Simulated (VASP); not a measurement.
# Ni (Fm-3m) in VASP: a series of runs, part 2 of 2

VASP 6.6.1.

## Step 3: Relaxation of cell and atoms, PBE, collinear spin, ferromagnetic start

INCAR

```
PREC     = Accurate       # precision mode
ENCUT    = 580            # plane-wave cutoff, eV
EDIFF    = 1E-6           # SCF threshold, eV
ISMEAR   = -1             # smearing method
SIGMA    = 0.05           # smearing width, eV
LREAL    = F              # projectors in reciprocal space
LASPH    = T              # aspherical terms in the spheres
NELM     = 150            # most SCF steps
ALGO     = Normal         # electronic algorithm
ISIF     = 3              # what is computed and relaxed
LWAVE    = F              # write WAVECAR
LCHARG   = F              # write CHGCAR
ISPIN    = 2              # spin polarisation
MAGMOM   = 1              # initial moments
LORBIT   = 11             # projections on sites
LMAXMIX  = 4              # l up to which the mixer works
GGA      = PE             # functional
IBRION   = 2              # ionic algorithm
NSW      = 40             # ionic steps
EDIFFG   = -0.01          # ionic threshold
```

KPOINTS

```
regular mesh
0
Gamma
  13 13 13
```

POSCAR

```
Ni
1.0
    0.0000000000      1.7375729330      1.7375729330
    1.7375729330      0.0000000000      1.7375729330
    1.7375729330      1.7375729330      0.0000000000
Ni
1
Direct
    0.0000000000      0.0000000000      0.0000000000
```

Potentials or basis: VASP PAW PBE potentials, release 64 (Ni).

Launch:

```sh
cat potpaw_PBE.64/Ni/POTCAR > POTCAR
mpirun -np 1 vasp_std > vasp.out
```

It took 31 s on 1 thread of Intel Xeon Platinum 8488C (Sapphire Rapids), shared host; peak memory 0.14 GiB.

Results (log left out):

| Quantity | Value |
| --- | --- |
| Free energy | -5.4797 eV |
| Relaxed volume | 10.88 Å³/atom |
| Relaxed cell | a = 2.487 Å, b = 2.487 Å, c = 2.487 Å, α = 60.00°, β = 60.00°, γ = 60.00° |
| Space group after relaxing (to 0.05 Å) | Fm-3m (No. 225) |
| Energy gained by relaxing | 9.2 meV/atom |
| Ionic steps | 3 |
| Pressure after relaxing | 0.0 GPa |
| Band gap on the k mesh | none (metal or under the smearing width) |
| Net moment | 0.63 μB per cell |
| Site moments | Ni +0.64 μB |
| Valence electrons inside the program's atomic spheres | Ni 9.31 |

The path:
| step | energy change (eV) | largest force (eV/Å) | pressure (GPa) | volume (Å³) |
| --- | --- | --- | --- | --- |
| 1 | 0.0000 | 0.0000 | 7.88 | 10.49 |
| 2 | -0.0002 | 0.0000 | -6.67 | 11.29 |
| 3 | -0.0092 | 0.0000 | -0.01 | 10.88 |

Final structure:
```cif
data_structure
_symmetry_space_group_name_H-M 'P 1'
_symmetry_Int_Tables_number 1
_cell_length_a 2.4874
_cell_length_b 2.4874
_cell_length_c 2.4874
_cell_angle_alpha 60.000
_cell_angle_beta 60.000
_cell_angle_gamma 60.000
_cell_volume 10.88
loop_
_atom_site_label
_atom_site_type_symbol
_atom_site_fract_x
_atom_site_fract_y
_atom_site_fract_z
_atom_site_occupancy
Ni1 Ni 0.00000 0.00000 0.00000 1
```

Levels at points of the mesh, in eV from the Fermi level:
Spin up:
```tsv
k point	band 2	band 3	band 4	band 5	band 6	band 7	band 8	band 9
(0.00, 0.00, 0.00)	-2.44	-2.44	-2.44	-1.26	-1.26	23.71	27.58	27.58
```
Spin down:
```
           k point  band 2  band 3  band 4  band 5  band 6  band 7  band 8  band 9
(0.00, 0.00, 0.00)   -1.68   -1.68   -1.68   -0.68   -0.68   23.56   27.56   27.56
```

## Step 4: Relaxation of cell and atoms, PBE, collinear spin, ferromagnetic start

INCAR

```
  ALGO = Normal
  EDIFF = 1E-7
  EDIFFG = -0.01
  ENCUT = 600
  GGA = PE
  IBRION = 2
  ISIF = 3
  ISMEAR = -1
  ISPIN = 2
  LASPH = T
  LCHARG = F
  LMAXMIX = 4
  LORBIT = 11
  LREAL = F
  LWAVE = F
  MAGMOM = 1
  NELM = 100
  NSW = 60
  PREC = Accurate
  SIGMA = 0.05
```

KPOINTS

```
k-points
0
Gamma
  13 13 13
```

POSCAR is that of step 3.

Potentials or basis: VASP PAW PBE potentials, release 64 (Ni_pv).

Launch:

```sh
cat potpaw_PBE.64/Ni_pv/POTCAR > POTCAR
mpirun -np 1 vasp_std > vasp.out
```

Run time: 48 s. Hardware: 1 thread of Intel Xeon Platinum 8488C (Sapphire Rapids), shared host; peak memory 0.14 GiB.

The run converged. Its results:

```yaml
Free_energy: -5.4967 eV
Relaxed_volume: 10.80 Å³/atom
Relaxed_cell: a = 2.481 Å, b = 2.481 Å, c = 2.481 Å, α = 60.00°, β = 60.00°, γ = 60.00°
Space_group_after_relaxing_to_0.05_Å: Fm-3m (No. 225)
Energy_gained_by_relaxing: 6.3 meV/atom
Ionic_steps: 3
Pressure_after_relaxing: 0.0 GPa
Band_gap_on_the_k_mesh: none (metal or under the smearing width)
Net_moment: 0.63 μB per cell
Site_moments: Ni +0.66 μB
Valence_electrons_inside_the_program's_atomic_spheres: Ni 14.53
```

Step by step:
| step | energy change (eV) | largest force (eV/Å) | pressure (GPa) | volume (Å³) |
| --- | --- | --- | --- | --- |
| 1 | 0.0000 | 0.0000 | 6.73 | 10.49 |
| 2 | 0.0018 | 0.0000 | -6.70 | 11.18 |
| 3 | -0.0063 | 0.0000 | -0.01 | 10.80 |

Final structure:
```
Ni
1.0
     0.00000    1.75460    1.75460
     1.75460    0.00000    1.75460
     1.75460    1.75460    0.00000
Ni
1
Direct
  0.00000 0.00000 0.00000
```

Levels at points of the mesh, in eV from the Fermi level:
Spin up:
```tsv
k point	band 5	band 6	band 7	band 8	band 9	band 10	band 11	band 12
(0.00, 0.00, 0.00)	-2.48	-2.48	-2.48	-1.28	-1.28	23.75	27.73	27.73
```
Spin down:
```tsv
k point	band 4	band 5	band 6	band 7	band 8	band 9	band 10	band 11	band 12	band 13
(0.00, 0.00, 0.00)	-9.19	-1.71	-1.71	-1.71	-0.69	-0.69	23.58	27.71	27.71	27.71
```

## Step 5: Relaxation of cell and atoms, PBE, collinear spin, ferromagnetic start

INCAR

```
SYSTEM = Ni
ALGO = Fast
EDIFF = 1E-6
EDIFFG = -0.01
ENCUT = 680
GGA = PE
IBRION = 2
ISIF = 3
ISMEAR = -1
ISPIN = 2
LASPH = .True.
LCHARG = .False.
LMAXMIX = 4
LORBIT = 11
LREAL = .False.
LWAVE = .False.
MAGMOM = 1
NELM = 120
NSW = 40
PREC = Accurate
SIGMA = 0.05
```

KPOINTS

```
k-points
0
Gamma
  13 13 13
  0 0 0
```

POSCAR is that of step 4.

Potentials or basis: VASP PAW PBE potentials, release 64 (Ni_sv_GW).

Launch:

```sh
cat potpaw_PBE.64/Ni_sv_GW/POTCAR > POTCAR
mpirun -np 1 vasp_std > vasp.out
```

Run time: 3.2 min. Hardware: 1 thread of Intel Xeon Platinum 8488C (Sapphire Rapids), shared host; peak memory 0.19 GiB.

It converged, with:

```yaml
Free_energy: -6.4283 eV
Relaxed_volume: 10.79 Å³/atom
Relaxed_cell: a = 2.481 Å, b = 2.481 Å, c = 2.481 Å, α = 60.00°, β = 60.00°, γ = 60.00°
Space_group_after_relaxing_to_0.05_Å: Fm-3m (No. 225)
Energy_gained_by_relaxing: 6.2 meV/atom
Ionic_steps: 10
Pressure_after_relaxing: 0.0 GPa
Band_gap_on_the_k_mesh: none (metal or under the smearing width)
Net_moment: 0.63 μB per cell
Site_moments: Ni +0.67 μB
Valence_electrons_inside_the_program's_atomic_spheres: Ni 16.35
```

The path:
```
step  energy change (eV)  largest force (eV/Å)  pressure (GPa)  volume (Å³)
   1              0.0000                0.0000            6.80        10.49
   2              0.0028                0.0000           -7.42        11.18
   3             -0.0062                0.0000           -0.21        10.80
   4             -0.0062                0.0000            0.54        10.79
   5             -0.0062                0.0000           -0.24        10.80
   6             -0.0062                0.0000            0.90        10.79
   7             -0.0062                0.0000           -1.86        10.79
   8             -0.0062                0.0000            1.34        10.79
   9             -0.0062                0.0000           -0.23        10.79
  10             -0.0062                0.0000           -0.04        10.79
```

Final structure:
```
Ni
1.0
     0.00000    1.75410    1.75410
     1.75410    0.00000    1.75410
     1.75410    1.75410    0.00000
Ni
1
Direct
  0.00000 0.00000 0.00000
```

Levels at points of the mesh, in eV from the Fermi level:
Spin up:
```csv
k point,band 7,band 8,band 9,band 10,band 11,band 12
"(0.00, 0.00, 0.00)",-2.49,-2.49,-1.28,-1.28,23.52,27.53
```
Spin down:
```tsv
k point	band 7	band 8	band 9	band 10	band 11	band 12
(0.00, 0.00, 0.00)	-1.72	-1.72	-0.69	-0.69	23.36	27.51
```

## Step 6: Relaxation of cell and atoms, PBE, collinear spin, ferromagnetic start

INCAR

```
  ALGO = Fast
  EDIFF = 1E-7
  EDIFFG = -0.01
  ENCUT = 630
  GGA = PE
  IBRION = 2
  ISIF = 3
  ISMEAR = -1
  ISPIN = 2
  LASPH = True
  LCHARG = False
  LMAXMIX = 4
  LORBIT = 11
  LREAL = False
  LWAVE = False
  MAGMOM = 1
  NELM = 150
  NSW = 40
  PREC = Accurate
  SIGMA = 0.05
```

KPOINTS

```
k-points
0
Gamma
  13 13 13
```

POSCAR is that of step 5.

Potentials or basis: VASP PAW PBE potentials, release 64 (Ni_GW).

Launch:

```sh
cat potpaw_PBE.64/Ni_GW/POTCAR > POTCAR
mpirun -np 1 vasp_std > vasp.out
```

Run time: 51 s. Hardware: 1 thread of Intel Xeon Platinum 8488C (Sapphire Rapids), shared host; peak memory 0.16 GiB.

Results (log left out):

```yaml
Free_energy: -5.4931 eV
Relaxed_volume: 10.87 Å³/atom
Relaxed_cell: a = 2.487 Å, b = 2.487 Å, c = 2.487 Å, α = 60.00°, β = 60.00°, γ = 60.00°
Space_group_after_relaxing_to_0.05_Å: Fm-3m (No. 225)
Energy_gained_by_relaxing: 8.8 meV/atom
Ionic_steps: 3
Pressure_after_relaxing: 0.0 GPa
Band_gap_on_the_k_mesh: none (metal or under the smearing width)
Net_moment: 0.63 μB per cell
Site_moments: Ni +0.63 μB
Valence_electrons_inside_the_program's_atomic_spheres: Ni 9.24
```

The path:
| step | energy change (eV) | largest force (eV/Å) | pressure (GPa) | volume (Å³) |
| --- | --- | --- | --- | --- |
| 1 | 0.0000 | 0.0000 | 7.79 | 10.49 |
| 2 | 0.0006 | 0.0000 | -7.01 | 11.29 |
| 3 | -0.0088 | 0.0000 | -0.04 | 10.87 |

Final structure:
```cif
data_structure
_symmetry_space_group_name_H-M 'P 1'
_symmetry_Int_Tables_number 1
_cell_length_a 2.4866
_cell_length_b 2.4866
_cell_length_c 2.4866
_cell_angle_alpha 60.000
_cell_angle_beta 60.000
_cell_angle_gamma 60.000
_cell_volume 10.87
loop_
_atom_site_label
_atom_site_type_symbol
_atom_site_fract_x
_atom_site_fract_y
_atom_site_fract_z
_atom_site_occupancy
Ni1 Ni 0.00000 0.00000 0.00000 1
```

Levels at points of the mesh, in eV from the Fermi level:
Spin up:
```csv
k point,band 1,band 2,band 3,band 4,band 5,band 6,band 7,band 8,band 9,band 10
"(0.00, 0.00, 0.00)",-9.06,-2.45,-2.45,-2.45,-1.27,-1.27,23.56,27.41,27.41,27.41
```
Spin down:
| k point | band 2 | band 3 | band 4 | band 5 | band 6 | band 7 | band 8 | band 9 |
| --- | --- | --- | --- | --- | --- | --- | --- | --- |
| (0.00, 0.00, 0.00) | -1.69 | -1.69 | -1.69 | -0.68 | -0.68 | 23.40 | 27.40 | 27.40 |

## Step 7: The runs side by side

```csv
task,potentials or basis,cell,cutoff (eV),smearing,gap on the mesh (eV),pressure (GPa),moment (μB),relaxed volume (Å³/atom)
single point,"VASP PAW PBE potentials, release 64 (Ni)",as given,520,gaussian 0.027 eV,none,7.7,0.62,-
relaxation of cell and atoms,"VASP PAW PBE potentials, release 64 (Ni)",relaxed,580,fermi-dirac 0.05 eV,none,0.0,0.63,10.88
relaxation of cell and atoms,"VASP PAW PBE potentials, release 64 (Ni_pv)",relaxed,600,fermi-dirac 0.05 eV,none,0.0,0.63,10.80
relaxation of cell and atoms,"VASP PAW PBE potentials, release 64 (Ni_sv_GW)",relaxed,680,fermi-dirac 0.05 eV,none,0.0,0.63,10.79
relaxation of cell and atoms,"VASP PAW PBE potentials, release 64 (Ni_GW)",relaxed,630,fermi-dirac 0.05 eV,none,0.0,0.63,10.87
```

Alike in all rows: level PBE; spin collinear, ferromagnetic start; k mesh 13 × 13 × 13.

Total energies depend on the potentials used, so only differences within one code and one set of settings carry meaning.
